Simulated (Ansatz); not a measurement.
# Static equation of state of Na3P6N11 (P2_13) (80 atoms)

The cell holds 80 atoms: 12 Na, 24 P and 44 N. Its edges and angles: a = 10.192 Å, b = 10.223 Å, c = 10.228 Å, α = 90.0°, β = 90.1°, γ = 90.1°. It derives from Na3P6N11 (P2_13), repeated 1×1×1. The starting structure: Na3P6N11, space group P2_13, structure from the Crystallography Open Database, 1 x 1 x 1 conventional cells; every coordinate displaced by a Gaussian of 0.02 Å.

Calculated with Ansatz 0.2.0: Kohn-Sham DFT, PBE, PAW (set soft_2), plane waves; cutoff 420 eV, Γ point, gaussian smearing of 0.025 eV. Cell and atoms were relaxed first, to V0 = 13.321 Å³ an atom at a residual P0 = 0.008 GPa. The cell was then scaled evenly, and the atoms were relaxed at each volume.

| volume (Å³/atom) | pressure (GPa) |
| --- | --- |
| 11.989 | 6.873 |
| 12.522 | ? |
| 12.922 | 1.757 |
| 13.721 | -1.330 |
| 14.121 | -2.124 |

Task: Fit the third-order Birch–Murnaghan equation to the rows given and interpolate to the withheld row.

**Working.**

Take the Eulerian strain f = ½[(V0/V)^(2/3) − 1] and the normalised pressure F = (P − P0) / [3f(1 + 2f)^(5/2)]. The third-order Birch–Murnaghan equation is then the line F = B0 + (3/2)B0(B′ − 4) f, so u = f and v = F.

| u = f | v = F (GPa) |
| --- | --- |
| 0.0363830 | 52.7715 |
| 0.0102565 | 54.0360 |
| -0.00975652 | 48.0160 |
| -0.0190505 | 41.1088 |

With n = 4: mean u = 0.00445813, mean v = 48.9831, Σ(u − ū)² = 0.0018075, Σ(u − ū)(v − v̄) = 0.34910. Slope b = 0.34910 / 0.0018075 = 193.14; intercept a = v̄ − b ū = 48.122.

So B0 = a = 48.1 GPa and B′ = 4 + 2b/(3a) = 6.68. At the withheld volume f = 0.02106, F = a + b f = 52.19 GPa, and P = P0 + 3f(1 + 2f)^(5/2) F.

Prediction at 12.522: 3.662 GPa. The run gave 3.267 GPa, so the fit is high by 0.40 GPa (12 % of the value).

B′ = 6.7 lies outside the range of 3 to 6 that is common for dense crystals. The series isn't one smooth equation of state: even a line fitted to all rows, the withheld one included, misses F by up to 9.5 % and an atom moves over 0.5 Å in some relaxation. B0 and B′ are then only the numbers of this fit, not moduli of the material. Among the rows given, the largest miss of the fit is at 11.989, by 0.31 GPa (3.4 % of the range of the table).

Limits: Static cells at zero temperature; the cell shape is held. The program notes that the SCF threshold of these relaxations is loose for the stress. Only the Γ point is sampled, in a cell whose shortest periodic width is 10 Å.

[Hosts, paths, dates, database ids (printed as entryN), source tags and the programs' standing remarks are cut or masked in the printed files.]
